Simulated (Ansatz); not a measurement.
## Mechanical response of RbBr (Fm-3m)

```
Rb Br
1.0
     0.00000    3.42492    3.42492
     3.42492    0.00000    3.42492
     3.42492    3.42492    0.00000
Rb Br
1 1
Direct
  0.00000 0.00000 0.00000
  0.50000 0.50000 0.50000
```

Conventional cell: a = 6.850 Å, b = 6.850 Å, c = 6.850 Å, α = 90.00°, β = 90.00°, γ = 90.00°. Rb (atom 1) has 6 Br at 3.42 Å as nearest neighbours. Around Br (atom 2) lie 6 Rb at 3.42 Å.

Unless marked otherwise, the numbers come from PBEsol, all-electron LAPW in Ansatz 0.2.0, scalar-relativistic. k mesh 6×6×6, fixed occupations, basis error target 0.5 meV/atom. The cell was relaxed by PAW under this functional.

The cell is cubic and carries a residual pressure of -0.03 GPa at this level. Each strain component that symmetry leaves independent is applied at ±0.005, the ions relax wherever a strain frees them, and the stress (tension positive, GPa) is read. Shears are engineering strains, γ = 2ε.

```csv
strain,size,σxx,σyy,σzz,σyz,σxz,σxy
xx,-0.005,-0.1367,0.0137,0.0137,0.0000,0.0000,0.0000
xx,+0.005,0.1928,0.0547,0.0547,0.0000,0.0000,0.0000
yz,-0.005,0.0344,0.0344,0.0344,-0.0202,0.0000,0.0000
yz,+0.005,0.0344,0.0344,0.0344,0.0202,0.0000,0.0000
```

A central difference gives one constant, for example C11 ≈ (0.1928 − (-0.1367))/(0.01) = 32.9 GPa; the program then imposes the crystal's symmetry on the whole matrix.

What are the independent elastic constants?

C11 = 32.9, C12 = 4.1, C44 = 4.0 GPa.

Do they meet the Born conditions?

C11 − C12 = 28.8, C11 + 2C12 = 41.2 and C44 = 4.0 GPa must all be positive, so the crystal is elastically stable; that says nothing yet of its phonons.

What moduli does a random aggregate of grains have?

B = (C11 + 2C12)/3 = 13.7 GPa. G_V = (C11 − C12 + 3C44)/5 = 8.2 and G_R = 5(C11 − C12)C44/(4C44 + 3(C11 − C12)) = 5.7, so G_H = 6.9 GPa. Then E = 9BG/(3B + G) = 17.8 GPa, ν = (3B − 2G)/(6B + 2G) = 0.284 and B/G = 1.98, on the ductile side of Pugh's 1.75 (a rule of thumb, made for metals; it doesn't predict ductility here).

With the density of 3.418 g/cm³, how fast does sound travel, and what Debye temperature follows?

```tsv
direction	slow (m/s)	middle (m/s)	fast (m/s)
[100]	1088	1088	3105
[110]	1088	2054	2570
[111]	1791	1791	2365
```

The mean of v⁻³ over directions and branches gives v_m = 1521 m/s and θ_D = (ħ/k_B) v_m (6π²n)^(1/3) = 132 K, n being atoms per volume. Young's modulus spans 11 to 32 GPa over directions, and the universal anisotropy index is 2.22.

How far do the constants move if PAW replaces LAPW in the same cell?

| constant | LAPW (GPa) | PAW (GPa) | difference |
| --- | --- | --- | --- |
| C11 | 32.9 | 32.9 | 0.0 |
| C12 | 4.1 | 4.1 | 0.0 |
| C44 | 4.0 | 4.0 | 0.0 |

How do the constants change if the ions are clamped to the homogeneous strain?

None moves by more than 0.3 GPa: by symmetry a homogeneous strain puts no force on these sites.

Caveats: the frozen-core PAW files of the compared runs were fitted under PBE, their cores solved anew for this functional.
